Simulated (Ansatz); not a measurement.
# Al2Cu: how settings move the results, part 2 of 2

The task, for Al2Cu: test the occupation rule and width.

Ansatz 0.2.0; DFT PBE, scalar-relativistic, plane waves, PAW.

## 9. Occupation rule and width set to Methfessel–Paxton 0.5 eV

input.yaml

```yaml
crystal:
  lattice:
    - [4.105182, 0.0, 0.0]
    - [0.0, 4.105182, 0.0]
    - [0.0, 0.0, 2.891313]
  atoms:
    - { symbol: Al, position: [0.5, 0.0, 0.5] }
    - { symbol: Al, position: [0.0, 0.5, 0.5] }
    - { symbol: Cu, position: [0.0, 0.0, 0.0] }
basis:
  ecutwfc: 420
kpoints:
  mp_grid: { grid: [10, 10, 14] }
hamiltonian:
  xc: pbe
scf:
  occupations: { method: methfessel_paxton, width: 0.5 }
output:
  forces: true
  stress: true
  eigenvalues: true
```

Command:

```sh
> ansatz run input.yaml --threads 1 --pin off --max-ram 2560MiB --backend cpu --events-out ev --progress --plain --runs-dir out
```

Standard output, shortened:

```text
Warning: RAYON_NUM_THREADS=1 ignored (pool sized by the plan → 1); use --threads N
[...]
Pseudopotentials: kind: paw
Pseudopotential: Al, paw, valence charge 3, recommended cutoff 420 eV (normal), Al.paw.azcp
Pseudopotential: Cu, paw, valence charge 19, recommended cutoff 420 eV (normal), Cu.paw.azcp
Functional definition: PBE
[...]
Crystal: 3 atoms, lattice volume = 48.726 Å³
Basis set: ecut = 420 eV, 945 PW (Γ), exchange–correlation on 60×60×40 points (8 copies of the dense FFT grid, shifted against one another)
Bands: 17, of which v1, the nominal top of the filled ones, is band 13 counted from 1 (12 counted from 0)
Symmetry: 16 space group operations
Space group: P4/mmm (ITA 123), of the structure as read, at distance tolerance 3.7e-5 Å
k-points: 168 of 1400
[...]
SCF iter   1: F=—  HF=-7700.269014 eV  |F-HF|=—  |Δ(HF+E_count)|=         —  Δρ=4.98e-3  dr2=1.13e-2  ethr=1.77e-3  ⟨swp⟩=5.0  Hψ=13724  notcnv=0
[...]
Stability not checked: this state was not tested for a lower state beside it, because cold or Methfessel-Paxton smearing, or corrected tetrahedra, fill the levels in a way that the test cannot read (fill_not_monotonic; see scf.lower_state_search)
Free energy (F): -7700.267251 eV
[...]
E sigma→0 (E₀):  -7700.268727 eV
Entropy (-TS):   0.005906 eV (1.969 meV/atom)
Fermi energy:    9.299753 eV
[...]
--- Forces (eV/Å), atoms counted from 1 ---
  atom   1  Al    -0.00000000     0.00000000     0.00000000
  atom   2  Al     0.00000000     0.00000000     0.00000000
  atom   3  Cu     0.00000000     0.00000000     0.00000000
[...]
--- Stress (GPa, compression-positive) ---
        0.695416       0.000000       0.000000
        0.000000       0.695416       0.000000
        0.000000       0.000000       0.181868
  P = ⅓ Tr σ = 0.5242 GPa (5.242 kbar)
--- Band table (eV; the first three rows and the last of 168) ---
  k-point 0: bands = ["-104.6851", "-62.0453", "-62.0453", "-62.0258", "-1.1980", "3.9630", "4.4892", "5.1505", "5.3486", "5.3486", "6.9592", "6.9592", "9.2642", "10.2336", "15.2793", "15.4993", "15.4993"]
[...]
```

It took 15 s on 1 thread of AMD EPYC (Zen 3), shared host; peak memory 0.42 GiB.

Result: -2566.7562 eV/atom at zero smearing, pressure 0.52 GPa and no gap on the mesh.

## 10. Occupation rule and width set to cold 0.01 eV

Changes to input.yaml since step 9:

```diff
@@ -16,3 +16,3 @@
 scf:
-  occupations: { method: methfessel_paxton, width: 0.5 }
+  occupations: { method: cold, width: 0.01 }
 output:
```

Command:

```sh
> ansatz run input.yaml --threads 1 --pin off --max-ram 2560MiB --backend cpu --events-out ev --progress --plain --runs-dir out
```

Standard output, shortened:

```text
[...]
SCF converged after 6 iterations
Stability not checked: this state was not tested for a lower state beside it, because cold or Methfessel-Paxton smearing, or corrected tetrahedra, fill the levels in a way that the test cannot read (fill_not_monotonic; see scf.lower_state_search)
Free energy (F): -7700.268337 eV
[...]
E sigma→0 (E₀):  -7700.268326 eV
Entropy (-TS):   -0.000031 eV (-0.010 meV/atom)
Fermi energy:    9.301344 eV
[...]
--- Forces (eV/Å), atoms counted from 1 ---
  atom   1  Al     0.00000000     0.00000000     0.00000000
  atom   2  Al     0.00000000     0.00000000     0.00000000
  atom   3  Cu    -0.00000000     0.00000000     0.00000000
[...]
--- Stress (GPa, compression-positive) ---
        0.643954       0.000000       0.000000
        0.000000       0.643954       0.000000
        0.000000       0.000000       0.223292
  P = ⅓ Tr σ = 0.5037 GPa (5.037 kbar)
--- Band table (eV; the first three rows and the last of 168) ---
  k-point 0: bands = ["-104.6830", "-62.0440", "-62.0440", "-62.0210", "-1.1962", "3.9646", "4.4949", "5.1528", "5.3527", "5.3527", "6.9607", "6.9607", "9.2638", "10.2333", "15.2806", "15.4987", "15.4987"]
[...]
```

It took 15 s on 1 thread of AMD EPYC (Zen 3), shared host; peak memory 0.42 GiB.

This run gives -2566.7561 eV/atom at zero smearing, pressure 0.50 GPa and no gap on the mesh.

## 11. Occupation rule and width set to cold 0.05 eV

Changes to input.yaml since step 10:

```diff
@@ -16,3 +16,3 @@
 scf:
-  occupations: { method: cold, width: 0.01 }
+  occupations: { method: cold, width: 0.05 }
 output:
```

Command:

```sh
> ansatz run input.yaml --threads 1 --pin off --max-ram 2560MiB --backend cpu --events-out ev --progress --plain --runs-dir out
```

Standard output, shortened:

```text
[...]
SCF converged after 7 iterations
Stability not checked: this state was not tested for a lower state beside it, because cold or Methfessel-Paxton smearing, or corrected tetrahedra, fill the levels in a way that the test cannot read (fill_not_monotonic; see scf.lower_state_search)
Free energy (F): -7700.268372 eV
[...]
E sigma→0 (E₀):  -7700.268314 eV
Entropy (-TS):   -0.000172 eV (-0.057 meV/atom)
Fermi energy:    9.303136 eV
[...]
--- Forces (eV/Å), atoms counted from 1 ---
  atom   1  Al    -0.00000000     0.00000000     0.00000000
  atom   2  Al     0.00000000     0.00000000     0.00000000
  atom   3  Cu     0.00000000     0.00000000     0.00000000
[...]
--- Stress (GPa, compression-positive) ---
        0.650261       0.000000       0.000000
        0.000000       0.650261       0.000000
        0.000000       0.000000       0.220211
  P = ⅓ Tr σ = 0.5069 GPa (5.069 kbar)
--- Band table (eV; the first three rows and the last of 168) ---
  k-point 0: bands = ["-104.6857", "-62.0463", "-62.0463", "-62.0249", "-1.1971", "3.9628", "4.4913", "5.1506", "5.3494", "5.3494", "6.9600", "6.9600", "9.2631", "10.2335", "15.2798", "15.4989", "15.4989"]
[...]
```

It took 16 s on 1 thread of AMD EPYC (Zen 3), shared host; peak memory 0.42 GiB.

This run gives -2566.7561 eV/atom at zero smearing, pressure 0.51 GPa and no gap on the mesh.

## 12. Occupation rule and width: cold 0.1 eV

Changes to input.yaml since step 11:

```diff
@@ -16,3 +16,3 @@
 scf:
-  occupations: { method: cold, width: 0.05 }
+  occupations: { method: cold, width: 0.1 }
 output:
```

Command:

```sh
> ansatz run input.yaml --threads 1 --pin off --max-ram 2560MiB --backend cpu --events-out ev --progress --plain --runs-dir out
```

Standard output, shortened:

```text
Warning: RAYON_NUM_THREADS=1 ignored (pool sized by the plan → 1); use --threads N
[...]
[... 4 set-up lines as earlier in the session ...]
[...]
Crystal: 3 atoms, lattice volume = 48.726 Å³
Basis set: ecut = 420 eV, 945 PW (Γ), exchange–correlation on 60×60×40 points (8 copies of the dense FFT grid, shifted against one another)
Bands: 17, of which v1, the nominal top of the filled ones, is band 13 counted from 1 (12 counted from 0)
[... 2 set-up lines as earlier in the session ...]
k-points: 168 of 1400
[...]
SCF iter   1: F=—  HF=-7700.270365 eV  |F-HF|=—  |Δ(HF+E_count)|=         —  Δρ=5.21e-3  dr2=1.18e-2  ethr=1.77e-3  ⟨swp⟩=5.2  Hψ=14427  notcnv=0
[...]
Stability not checked: this state was not tested for a lower state beside it, because cold or Methfessel-Paxton smearing, or corrected tetrahedra, fill the levels in a way that the test cannot read (fill_not_monotonic; see scf.lower_state_search)
Free energy (F): -7700.268588 eV
[...]
E sigma→0 (E₀):  -7700.268510 eV
Entropy (-TS):   -0.000235 eV (-0.078 meV/atom)
Fermi energy:    9.306899 eV
[...]
--- Forces (eV/Å), atoms counted from 1 ---
  atom   1  Al    -0.00000000     0.00000000     0.00000000
  atom   2  Al     0.00000000     0.00000000     0.00000000
  atom   3  Cu    -0.00000000    -0.00000000     0.00000000
[...]
--- Stress (GPa, compression-positive) ---
        0.645020       0.000000       0.000000
        0.000000       0.645020       0.000000
        0.000000       0.000000       0.237198
  P = ⅓ Tr σ = 0.5091 GPa (5.091 kbar)
--- Band table (eV; the first three rows and the last of 168) ---
  k-point 0: bands = ["-104.6865", "-62.0470", "-62.0470", "-62.0261", "-1.1976", "3.9622", "4.4899", "5.1498", "5.3482", "5.3482", "6.9596", "6.9596", "9.2631", "10.2335", "15.2794", "15.4989", "15.4989"]
[...]
```

Run time: 18 s. Hardware: 1 thread of AMD EPYC (Zen 3), shared host; peak memory 0.42 GiB.

This run gives -2566.7562 eV/atom at zero smearing, pressure 0.51 GPa and no gap on the mesh.

## 13. Occupation rule and width set to cold 0.3 eV

Changes to input.yaml since step 12:

```diff
@@ -16,3 +16,3 @@
 scf:
-  occupations: { method: cold, width: 0.1 }
+  occupations: { method: cold, width: 0.3 }
 output:
```

Command:

```sh
> ansatz run input.yaml --threads 1 --pin off --max-ram 2560MiB --backend cpu --events-out ev --progress --plain --runs-dir out
```

Standard output, shortened:

```text
Warning: RAYON_NUM_THREADS=1 ignored (pool sized by the plan → 1); use --threads N
[...]
[... 4 set-up lines as earlier in the session ...]
[...]
Crystal: 3 atoms, lattice volume = 48.726 Å³
Basis set: ecut = 420 eV, 945 PW (Γ), exchange–correlation on 60×60×40 points (8 copies of the dense FFT grid, shifted against one another)
Bands: 17, of which v1, the nominal top of the filled ones, is band 13 counted from 1 (12 counted from 0)
[... 2 set-up lines as earlier in the session ...]
k-points: 168 of 1400
[...]
SCF iter   1: F=—  HF=-7700.270727 eV  |F-HF|=—  |Δ(HF+E_count)|=         —  Δρ=5.03e-3  dr2=1.15e-2  ethr=1.77e-3  ⟨swp⟩=5.1  Hψ=13757  notcnv=0
[...]
Stability not checked: this state was not tested for a lower state beside it, because cold or Methfessel-Paxton smearing, or corrected tetrahedra, fill the levels in a way that the test cannot read (fill_not_monotonic; see scf.lower_state_search)
Free energy (F): -7700.268962 eV
[...]
E sigma→0 (E₀):  -7700.269151 eV
Entropy (-TS):   0.000568 eV (0.189 meV/atom)
Fermi energy:    9.303209 eV
[...]
--- Forces (eV/Å), atoms counted from 1 ---
  atom   1  Al     0.00000000    -0.00000000     0.00000000
  atom   2  Al     0.00000000     0.00000000     0.00000000
  atom   3  Cu     0.00000000     0.00000000     0.00000000
[...]
--- Stress (GPa, compression-positive) ---
        0.768445       0.000000       0.000000
        0.000000       0.768445       0.000000
        0.000000       0.000000       0.029192
  P = ⅓ Tr σ = 0.5220 GPa (5.220 kbar)
--- Band table (eV; the first three rows and the last of 168) ---
  k-point 0: bands = ["-104.6856", "-62.0455", "-62.0455", "-62.0269", "-1.1982", "3.9628", "4.4887", "5.1508", "5.3480", "5.3480", "6.9591", "6.9591", "9.2637", "10.2335", "15.2789", "15.4990", "15.4990"]
[...]
```

It took 18 s on 1 thread of AMD EPYC (Zen 3), shared host; peak memory 0.42 GiB.

This run gives -2566.7564 eV/atom at zero smearing, pressure 0.52 GPa and no gap on the mesh.

## 14. Occupation rule and width: tetrahedron

Changes to input.yaml since step 13:

```diff
@@ -16,3 +16,3 @@
 scf:
-  occupations: { method: cold, width: 0.3 }
+  occupations: { method: tetrahedron }
 output:
```

Command:

```sh
> ansatz run input.yaml --threads 1 --pin off --max-ram 2560MiB --backend cpu --events-out ev --progress --plain --runs-dir out
```

Standard output, shortened:

```text
Warning: output.forces, output.stress, relax.cell or npt_langevin: where a Kohn–Sham band that disperses or a degenerate level is filled in part under the method tetrahedron, the forces or the stress that this run publishes need not agree with its energy (scf.occupations.method in the [...]
Warning: RAYON_NUM_THREADS=1 ignored (pool sized by the plan → 1); use --threads N
[...]
[... 4 set-up lines as earlier in the session ...]
[...]
Crystal: 3 atoms, lattice volume = 48.726 Å³
Basis set: ecut = 420 eV, 945 PW (Γ), exchange–correlation on 60×60×40 points (8 copies of the dense FFT grid, shifted against one another)
Bands: 17, of which v1, the nominal top of the filled ones, is band 13 counted from 1 (12 counted from 0)
[... 2 set-up lines as earlier in the session ...]
k-points: 168 of 1400
[...]
SCF converged after 8 iterations
Stability not checked: this state was not tested for a lower state beside it, because cold or Methfessel-Paxton smearing, or corrected tetrahedra, fill the levels in a way that the test cannot read (fill_not_monotonic; see scf.lower_state_search)
Free energy (F): -7700.267792 eV
[...]
E sigma→0 (E₀):  -7700.267792 eV
Entropy (-TS):   -0.000011 eV (-0.004 meV/atom)
Fermi energy:    9.305871 eV
[...]
--- Forces (eV/Å), atoms counted from 1 ---
  atom   1  Al    -0.00000000     0.00000000     0.00000000
  atom   2  Al     0.00000000    -0.00000000     0.00000000
  atom   3  Cu     0.00000000    -0.00000000     0.00000000
[...]
--- Stress (GPa, compression-positive) ---
        0.719372       0.000000       0.000000
        0.000000       0.719372       0.000000
        0.000000       0.000000      -0.197548
  P = ⅓ Tr σ = 0.4137 GPa (4.137 kbar)
--- Band table (eV; the first three rows and the last of 168) ---
  k-point 0: bands = ["-104.6910", "-62.0508", "-62.0508", "-62.0323", "-1.1984", "3.9606", "4.4842", "5.1461", "5.3432", "5.3432", "6.9588", "6.9588", "9.2633", "10.2323", "15.2792", "15.4993", "15.4993"]
[...]
```

It took 18 s on 1 thread of AMD EPYC (Zen 3), shared host; peak memory 0.42 GiB.

Result: -2566.7559 eV/atom at zero smearing, pressure 0.41 GPa and no gap on the mesh. The log warns that forces and stress under tetrahedra may miss the energy's slope.

## 15. The sweep of the occupation rule and width side by side

Energies are per atom, extrapolated to zero smearing, and count from the base run (10×10×14 mesh through Γ, Gaussian smearing of 0.1 eV). Pressure is positive in compression.

| rule, width (eV) | ΔE (meV/atom) | ΔF, free energy (meV/atom) | pressure (GPa) | SCF cycles | CPU time |
| --- | --- | --- | --- | --- | --- |
| Gaussian 0.1 | 0.00 | 0.00 | 0.51 | 7 | 20 s |
| Gaussian 0.01 | 0.07 | 0.82 | 0.50 | 7 | 16 s |
| Gaussian 0.02 | 0.06 | 0.78 | 0.51 | 7 | 15 s |
| Fermi–Dirac 0.01 | 0.06 | 0.76 | 0.51 | 7 | 15 s |
| Fermi–Dirac 0.05 | -0.01 | -0.48 | 0.52 | 7 | 15 s |
| Fermi–Dirac 0.2 | 0.59 | -19.4 | 0.81 | 7 | 14 s |
| Fermi–Dirac 0.3 | 2.23 | -46.0 | 1.15 | 7 | 16 s |
| Methfessel–Paxton 0.5 | -0.07 | 1.19 | 0.52 | 7 | 14 s |
| cold 0.01 | 0.07 | 0.83 | 0.50 | 6 | 14 s |
| cold 0.05 | 0.07 | 0.82 | 0.51 | 7 | 16 s |
| cold 0.1 | 0.01 | 0.74 | 0.51 | 7 | 16 s |
| cold 0.3 | -0.21 | 0.62 | 0.52 | 7 | 16 s |
| tetrahedron | 0.25 | 1.01 | 0.41 | 8 | 17 s |

The times were taken beside other jobs on the same host; read them as orders of magnitude.

## 16. Results

The summary covers parts 1 to 2.

```
                                       quantity                             value
largest energy shift, occupation rule and width  2.23 meV/atom at Fermi–Dirac 0.3
```

**Reading.** Smearing shifts the free energy by as much as 46.0 meV/atom (Fermi–Dirac 0.3); extrapolating to zero width leaves 2.23 at most. For the widths that shift F most, the extrapolation takes out most of the shift. In a metal, forces and stress under tetrahedra need not match the slope of their energy.
